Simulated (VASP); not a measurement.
# KI in VASP: a series of runs

The runs below take KI through single point, with LDA.

All numbers are computed with VASP 6.6.1; they aren't measurements. Logs are shortened: lines on timing, memory, paths and dates and some standing lists are left out, and cuts for length are marked.

**What was measured.**

A printed reference work, monograph reports, for a bulk crystal of KI: band gap 6.32 eV.

How close the calculation comes is told below.

## 1. The cell of the first run

Symmetry: Fm-3m, No. 225, cubic system. The conventional cell has a = 6.822 Å, b = 6.822 Å, c = 6.822 Å, α = 90.00°, β = 90.00°, γ = 90.00°. K (site symmetry m-3m) has 6 I at 3.41 Å within 4.5 Å. Within 4.5 Å of I (site symmetry m-3m) lie 6 K at 3.41 Å.

## 2. Single point, LDA

Input file INCAR:

```
SYSTEM = KI
ALGO = Normal
EDIFF = 1E-6
ENCUT = 520
GGA = CA
ISIF = 2
ISMEAR = 0
LASPH = .TRUE.
LCHARG = .FALSE.
LREAL = .FALSE.
LWAVE = .FALSE.
NBANDS = 15
NELM = 80
PREC = Accurate
SIGMA = 0.05
```

Input file KPOINTS:

```
k-points
0
G
  6 6 6
  0 0 0
```

Input file POSCAR:

```
KI
1.0
    0.0000000000      3.4109309835      3.4109309835
    3.4109309835      0.0000000000      3.4109309835
    3.4109309835      3.4109309835      0.0000000000
K I
1 1
Direct
    0.0000000000      0.0000000000      0.0000000000
    0.5000000000      0.5000000000      0.5000000000
```

Potentials or basis: VASP PAW LDA potentials, release 64 (K_sv, I).

Started as:

```sh
$ cat potpaw_LDA.64/K_sv/POTCAR potpaw_LDA.64/I/POTCAR > POTCAR
$ mpirun -np 1 vasp_std > vasp.out
```

OUTCAR:

```text
SYSTEM = KI
   EDIFF = 1E-6
   ENCUT = 520
   GGA = CA
   ISIF = 2
   ISMEAR = 0
   LASPH = .TRUE.
   LREAL = .FALSE.
   NELM = 80
   PREC = Accurate

 ion  position               nearest neighbor table
   1  0.000  0.000  0.000-   2 3.41   2 3.41   2 3.41   2 3.41   2 3.41   2 3.41
   2  0.500  0.500  0.500-   1 3.41   1 3.41   1 3.41   1 3.41   1 3.41   1 3.41

  LATTYP: Found a face centered cubic cell.
 ALAT       =     6.8218619670

  Lattice vectors:

 A1 = (   0.0000000000,   3.4109309835,   3.4109309835)
 A2 = (   3.4109309835,   0.0000000000,   3.4109309835)
 A3 = (   3.4109309835,   3.4109309835,   0.0000000000)

Analysis of symmetry for initial positions (statically):
=====================================================================
 Subroutine PRICEL returns:
 Original cell was already a primitive cell.

 Routine SETGRP: Setting up the symmetry group for a
 face centered cubic supercell.

 Subroutine GETGRP returns: Found 48 space group operations
 (whereof 48 operations were pure point group operations)
 out of a pool of 48 trial point group operations.

The static configuration has the point symmetry O_h .

Analysis of symmetry for dynamics (positions and initial velocities):
=====================================================================
 Subroutine PRICEL returns:
 Original cell was already a primitive cell.

 Routine SETGRP: Setting up the symmetry group for a
 face centered cubic supercell.

 Subroutine GETGRP returns: Found 48 space group operations
 (whereof 48 operations were pure point group operations)
 out of a pool of 48 trial point group operations.

The dynamic configuration has the point symmetry O_h .

 Subroutine INISYM returns: Found 48 space group operations
 (whereof 48 operations are pure point group operations),
 and found     1 'primitive' translations

----------------------------------------------------------------------------------------

                                     Primitive cell

  volume of cell :      79.3686

  direct lattice vectors                    reciprocal lattice vectors
     0.000000000  3.410930984  3.410930984    -0.146587545  0.146587545  0.146587545
     3.410930984  0.000000000  3.410930984     0.146587545 -0.146587545  0.146587545
     3.410930984  3.410930984  0.000000000     0.146587545  0.146587545 -0.146587545

  length of vectors
     4.823784857  4.823784857  4.823784857     0.253897076  0.253897076  0.253897076

  position of ions in fractional coordinates (direct lattice)
     0.000000000  0.000000000  0.000000000
     0.500000000  0.500000000  0.500000000

  ion indices of the primitive-cell ions
   primitive index   ion index
                 1           1
                 2           2

----------------------------------------------------------------------------------------

 KPOINTS: k-points

Automatic generation of k-mesh.
 Grid dimensions read from file:
 generate k-points for:    6    6    6

 Generating k-lattice:

  Cartesian coordinates                     Fractional coordinates (reciprocal lattice)
    -0.024431258  0.024431258  0.024431258     0.166666667  0.000000000  0.000000000
     0.024431258 -0.024431258  0.024431258     0.000000000  0.166666667  0.000000000
     0.024431258  0.024431258 -0.024431258     0.000000000  0.000000000  0.166666667

  Length of vectors
     0.042316179  0.042316179  0.042316179

  Shift w.r.t. Gamma in fractional coordinates (k-lattice)
     0.000000000  0.000000000  0.000000000

 Subroutine IBZKPT returns following result:
 ===========================================

 Found     16 irreducible k-points:

 Following reciprocal coordinates:
            Coordinates               Weight
  0.000000  0.000000  0.000000      1.000000
  0.166667  0.000000  0.000000      8.000000
  0.333333  0.000000  0.000000      8.000000
  0.500000  0.000000  0.000000      4.000000
  0.166667  0.166667  0.000000      6.000000
  0.333333  0.166667  0.000000     24.000000
[... 8 lines left out ...]
 -0.333333  0.333333  0.166667     24.000000
 -0.333333  0.500000  0.166667     12.000000
   k-points           NKPTS =     16   k-points in BZ     NKDIM =     16   number of bands    NBANDS=     15
   number of dos      NEDOS =    301   number of ions     NIONS =      2
   total plane-waves  NPLWV =  46656
   dimension x,y,z NGX =    36 NGY =   36 NGZ =   36
   dimension x,y,z NGXF=    72 NGYF=   72 NGZF=   72
   ions per type =               1   1
   NGX,Y,Z   is equivalent  to a cutoff of  12.41, 12.41, 12.41 a.u.
   NGXF,Y,Z  is equivalent  to a cutoff of  24.81, 24.81, 24.81 a.u.
 SYSTEM =  KI
   PREC   = accura    normal or accurate (medium, high low for compatibility)
   ISTART =      0    job   : 0-new  1-cont  2-samecut
   ICHARG =      2    charge: 1-file 2-atom 10-const
   ISPIN  =      1    spin polarized calculation?
   LNONCOLLINEAR =      F non collinear calculations
   LSORBIT =      F    spin-orbit coupling
   LASPH  =      T    aspherical Exc in radial PAW
   ENCUT  =  520.0 eV  38.22 Ry    6.18 a.u.   8.97  8.97  8.97*2*pi/ulx,y,z
   NELM   =     80;   NELMIN=  2; NELMDL= -5     # of ELM steps
   EDIFF  = 0.1E-05   stopping-criterion for ELM
   LREAL  =      F    real-space projection
   EDIFFG = 0.1E-04   stopping-criterion for IOM
   NSW    =      0    number of steps for IOM
   IBRION =     -1    ionic relax: 0-MD 1-quasi-New 2-CG
   NFREE  =      0    steps in history (QN), initial steepest desc. (CG)
   ISIF   =      2    stress and relaxation
   ISYM   =      2    0-nonsym 1-usesym 2-fastsym
   POTIM  = 0.5000    time-step for ionic-motion
   TEBEG  =    0.0;   TEEND  =   0.0 temperature during run
   PSTRESS=    0.0 pullay stress
   NELECT =      16.0000    total number of electrons
   NUPDOWN=      -1.0000    fix difference up-down
   EMIN   =  10.00;   EMAX   =-10.00  energy-range for DOS
   EFERMI =   0.00;   METHOD = LEGACY
   ISMEAR =     0;   SIGMA  =   0.05  broadening in eV -4-tet -1-fermi 0-gaus
   EFERMI_NEDOS =   21; number of points for ismear=-14 and -15
   IALGO  =     38    algorithm
   IMIX   =      4    mixing-type and parameters
     AMIX     =   0.40;   BMIX     =  1.00
     AMIX_MAG =   1.60;   BMIX_MAG =  1.00
  volume/ion in A,a.u.               =      39.68       267.80
  Fermi-wavevector in a.u.,A,eV,Ry     =   0.959913  1.813973 12.536858  0.921433
  Thomas-Fermi vector in A             =   2.089151
   LORBIT       =      0    0 simple, 1 ext, 2 COOP (PROOUT), +10 PAW based schemes
   GGA     = CA    functional components
   LHFCALC =     F    Hartree Fock is set to
   AEXX    =    0.0000 exact exchange contribution
   IVDW    =     0    specifies the selected vdW correction
   LEPSILON=     F    determine dielectric tensor
   LRPA    =     F    only Hartree local field effects (RPA)
 non-spin polarized calculation
 Gauss-broadening in eV      SIGMA  =   0.05
  energy-cutoff  :      520.00
  volume of cell :       79.37
 maximum number of plane-waves:      2158
   NGX = 17   NGY = 17   NGZ = 17

 number of electron      16.0000002 magnetization

 Free energy of the ion-electron system (eV)
  ---------------------------------------------------
  ext. energy  EPLUGINS =         0.00000000
  ---------------------------------------------------
  free energy    TOTEN  =        -6.16614164 eV

  energy without entropy =       -6.16614164  energy(sigma->0) =       -6.16614164

 E-fermi :   0.2203     XC(G=0):  -8.0405

 val. band max:       -0.0288756766   @ k =   0.0000   0.0000   0.0000
 cond. band min:       3.8446521359   @ k =   0.0000   0.0000   0.0000
 fundamental gap:      3.8735278124
 Fermi energy:         0.2202616692

 k-point     1 :       0.0000    0.0000    0.0000
  band No.  band energies     occupation
      1     -28.0112      2.00000
      2     -11.7531      2.00000
      3     -11.7531      2.00000
      4     -11.7531      2.00000
      5     -10.7758      2.00000
      6      -0.0289      2.00000
      7      -0.0289      2.00000
      8      -0.0289      2.00000
      9       3.8447      0.00000
     10       6.1870      0.00000
     11       6.1870      0.00000
     12       6.1870      0.00000
     13       7.0218      0.00000
     14       7.0218      0.00000
     15       9.5496      0.00000

 k-point     2 :       0.1667    0.0000    0.0000
  band No.  band energies     occupation
      1     -28.0101      2.00000
      2     -11.8509      2.00000
      3     -11.7539      2.00000
      4     -11.7539      2.00000
      5     -10.6335      2.00000
      6      -0.5681      2.00000
      7      -0.1541      2.00000
      8      -0.1541      2.00000
      9       4.5465      0.00000
     10       6.1397      0.00000
     11       6.5120      0.00000
     12       6.5120      0.00000
     13       7.4059      0.00000
     14       7.4059      0.00000
     15      10.5424      0.00000

 k-point     3 :       0.3333    0.0000    0.0000
  band No.  band energies     occupation
      1     -28.0080      2.00000
      2     -11.9987      2.00000
      3     -11.7556      2.00000
      4     -11.7556      2.00000
      5     -10.3926      2.00000
      6      -1.3587      2.00000
      7      -0.3809      2.00000
      8      -0.3809      2.00000
      9       5.1901      0.00000
     10       7.0220      0.00000
     11       7.3185      0.00000
     12       7.3185      0.00000
     13       8.3715      0.00000
     14       8.3715      0.00000
     15       9.8376      0.00000

 k-point     4 :       0.5000    0.0000    0.0000
  band No.  band energies     occupation
      1     -28.0070      2.00000
      2     -12.0590      2.00000
      3     -11.7564      2.00000
      4     -11.7564      2.00000
      5     -10.2836      2.00000
      6      -1.6823      2.00000
      7      -0.4847      2.00000
      8      -0.4847      2.00000
      9       5.3279      0.00000
     10       7.6892      0.00000
     11       8.1510      0.00000
     12       8.1510      0.00000
     13       8.6005      0.00000
     14       8.6005      0.00000
     15       9.6633      0.00000
[... 163 lines left out ...]
 k-point    14 :       0.5000    0.3333    0.1667
  band No.  band energies     occupation
      1     -28.0066      2.00000
      2     -11.9370      2.00000
      3     -11.7875      2.00000
      4     -11.7688      2.00000
      5     -10.4291      2.00000
      6      -1.2707      2.00000
      7      -0.6129      2.00000
      8      -0.5196      2.00000
      9       5.5537      0.00000
     10       6.3069      0.00000
     11       7.1847      0.00000
     12       8.3997      0.00000
     13       8.4438      0.00000
     14       8.7798      0.00000
     15      10.1714      0.00000

 k-point    15 :      -0.3333    0.3333    0.1667
  band No.  band energies     occupation
      1     -28.0059      2.00000
      2     -11.9333      2.00000
      3     -11.7956      2.00000
      4     -11.7792      2.00000
      5     -10.4072      2.00000
      6      -1.2363      2.00000
      7      -0.8257      2.00000
      8      -0.6002      2.00000
      9       6.0713      0.00000
     10       6.3849      0.00000
     11       7.0854      0.00000
     12       8.2700      0.00000
     13       8.8596      0.00000
     14       9.1721      0.00000
     15      10.0525      0.00000

 k-point    16 :      -0.3333    0.5000    0.1667
  band No.  band energies     occupation
      1     -28.0056      2.00000
      2     -11.8471      2.00000
      3     -11.8205      2.00000
      4     -11.7966      2.00000
      5     -10.4826      2.00000
      6      -1.0932      2.00000
      7      -0.7223      2.00000
      8      -0.7220      2.00000
      9       5.3150      0.00000
     10       6.3844      0.00000
     11       7.3164      0.00000
     12       8.4205      0.00000
     13       8.5569      0.00000
     14       9.6483      0.00000
     15      10.2258      0.00000

------------------------ aborting loop because EDIFF is reached ----------------------------------------

  FORCE on cell =-STRESS in cart. coord.  units (eV):
  Direction    XX          YY          ZZ          XY          YZ          ZX
  --------------------------------------------------------------------------------------
  -------------------------------------------------------------------------------------
  Total        0.0101646      0.0101646      0.0101646      0.0000000      0.0000000     -0.0000000
  in kB        0.2051875      0.2051875      0.2051875      0.0000000      0.0000000     -0.0000000
  external PRESSURE =       0.2051875 kB  Pullay stress =       0.0000000 kB

 VOLUME and BASIS-vectors are now :
 -----------------------------------------------------------------------------
  energy-cutoff  :      520.00
  volume of cell :       79.37
      direct lattice vectors                 reciprocal lattice vectors
     0.000000000  3.410930984  3.410930984    -0.146587545  0.146587545  0.146587545
     3.410930984  0.000000000  3.410930984     0.146587545 -0.146587545  0.146587545
     3.410930984  3.410930984  0.000000000     0.146587545  0.146587545 -0.146587545

 POSITION                                       TOTAL-FORCE (eV/Angst)
 -----------------------------------------------------------------------------------
      0.00000      0.00000      0.00000        -0.000000      0.000000     -0.000000
      3.41093      3.41093      3.41093         0.000000     -0.000000      0.000000
 -----------------------------------------------------------------------------------
    total drift:                                0.000000      0.000000      0.000000

  FREE ENERGIE OF THE ION-ELECTRON SYSTEM (eV)
  ---------------------------------------------------
  free  energy   TOTEN  =        -6.1661416364 eV

  energy  without entropy=       -6.1661416364  energy(sigma->0) =       -6.16614164
```

It took 48 s on 1 thread of Intel Xeon 8259CL, shared host; peak memory 0.18 GiB.

Results:

| Item | Value |
| --- | --- |
| Free energy | -6.1661 eV |
| Pressure | 0.0 GPa |
| Band gap on the k mesh | 3.87 eV |

Caveat: spin-orbit coupling is left out, which moves the levels of the heavy elements.

(Part 1 of 2 ends here.)
